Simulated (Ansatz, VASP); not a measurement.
# TiB: VASP beside Ansatz

The input INCAR:

```
SYSTEM = TiB
PREC = Accurate ; ENCUT = 520
EDIFF = 1E-6 ; ISMEAR = -1
SIGMA = 0.05 ; LREAL = .False.
LASPH = .True. ; NELM = 100
ALGO = Normal ; ISIF = 2
LWAVE = .False. ; LCHARG = .False.
NBANDS = 14
```

File KPOINTS:

```
regular mesh
0
Gamma
  13 13 13
  0 0 0
```

File POSCAR:

```
TiB
1.0
    0.0000000000      2.1286479074      2.1286479074
    2.1286479074      0.0000000000      2.1286479074
    2.1286479074      2.1286479074      0.0000000000
Ti B
1 1
Direct
    0.7500000000      0.7500000000      0.7500000000
    0.0000000000      0.0000000000      0.0000000000
```

Input for Ansatz:

```yaml
crystal:
  lattice:
    - [0.0, 2.1286479074, 2.1286479074]
    - [2.1286479074, 0.0, 2.1286479074]
    - [2.1286479074, 2.1286479074, 0.0]
  atoms:
    - { symbol: Ti, position: [0.75, 0.75, 0.75] }
    - { symbol: B, position: [0.0, 0.0, 0.0] }
kpoints:
  mp_grid: { grid: [13, 13, 13] }
  band_path:
    path:
      - [0.0, 0.0, 0.0]
      - [-0.5, -0.5, 0.0]
      - [-0.375, -0.375, 0.25]
      - [-0.375, 0.0, 0.375]
      - [0.0, 0.0, 0.0]
      - [0.0, 0.0, 0.5]
      - [-0.5, -0.25, 0.25]
      - [-0.5, -0.5, 0.0]
    npoints: 5
scf:
  occupations: { method: fermi_dirac, width: 0.05 }
hamiltonian:
  xc: lda
  pseudopotentials: { kind: all_electron, lapw: { basis_error: 0.00025 } }
output:
  forces: true
  stress: true
  eigenvalues: true
```

Change from the starting cell: volume scaled by 1.04.

Alike in both runs: task single point; functional LDA; k mesh 13 × 13 × 13; occupations fermi-dirac, width 0.05 eV; no spin polarisation.

|  | VASP | Ansatz |
| --- | --- | --- |
| version | VASP 6.6.1 | Ansatz 0.2.0 |
| potentials or method | VASP PAW LDA potentials, release 64 (Ti_sv, B) | all-electron LAPW, scalar-relativistic |
| plane-wave cutoff (eV) | 520 | see its input |

VASP gave:

- pressure (GPa): 90.1

**Question.** Estimate Ansatz's values.

**Answer.** Pressure (GPa): 90.0.

Ansatz ran all-electron here, so the differences hold the error of VASP's frozen core and of both bases.

Caveats: the cell as given lies far from equilibrium; so large a pressure means that the cell lies far from this level's equilibrium, or that cutoff or potentials fall short (VASP).
